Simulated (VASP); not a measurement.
PbS:

```xyz
2
Lattice="0.0000 2.9881 2.9881 2.9881 0.0000 2.9881 2.9881 2.9881 0.0000" Properties=species:S:1:pos:R:3 pbc="T T T"
Pb    2.9881    2.9881    2.9881
S     0.0000    0.0000    0.0000
```

The cell is a database's computed one.

```yaml
Program: VASP 6.6.1
Task: relaxation of cell and atoms
Functional: PBE
Dispersion: D3(BJ)
Potentials_or_basis: VASP PAW PBE potentials, release 64 (Pb_d, S)
Cutoff: 600 eV
k_mesh: 10 × 10 × 10
Occupations: gaussian, width 0.02 eV
Spin: no spin polarisation
```

At the start: pressure -1.2 GPa; volume 26.68 Å³/atom.

How do energy, volume and symmetry change on relaxing?

Over 3 steps the energy falls by 2.1 meV/atom and the volume is 26.11 Å³/atom (-2.1 %); space group Fm-3m (No. 225, to 0.05 Å).

The path:
```tsv
step	energy change (eV)	largest force (eV/Å)	pressure (GPa)	volume (Å³)
1	0.0000	0.0000	-1.16	53.36
2	-0.0038	0.0000	0.40	51.89
3	-0.0042	0.0000	0.01	52.23
```

Final structure:
```
Pb S
1.0
     0.00000    2.96678    2.96678
     2.96678    0.00000    2.96678
     2.96678    2.96678    0.00000
Pb S
1 1
Direct
  0.50000 0.50000 0.50000
  0.00000 0.00000 0.00000
```
